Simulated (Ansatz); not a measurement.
System: zinc-blende InN (metastable phase). Method: PBEsol (PAW; Ansatz, a program for electronic structure).

Numerical settings: plane-wave cutoff 520 eV, 24×24×24 k mesh, Fermi–Dirac smearing 0.05 eV, scalar-relativistic PAW data made under PBE.

Computed at the level's own relaxed cell.

Elastic tensor (GPa, Voigt notation, ions relaxed):

```
  173.0   116.8   116.8     0.0     0.0     0.0
  116.8   173.0   116.8     0.0     0.0     0.0
  116.8   116.8   173.0     0.0     0.0     0.0
    0.0     0.0     0.0    80.4     0.0     0.0
    0.0     0.0     0.0     0.0    80.4     0.0
    0.0     0.0     0.0     0.0     0.0    80.4
```

Worked from these constants: the tetragonal shear constant is C′ = (C11 − C12)/2 = 28.1 GPa against C44 = 80.4 GPa, so the tetragonal shear is the softer. The Zener ratio C44/C′ is 2.86 (1 for an isotropic solid), and the Cauchy pressure C12 − C44 is 36.4 GPa. With C11 + 2C12 = 406.6 GPa all three Born conditions hold; they don't test modes at the zone boundary.

Note: the solid has no gap at this level, which affects its response.

Computed values are for the static lattice.
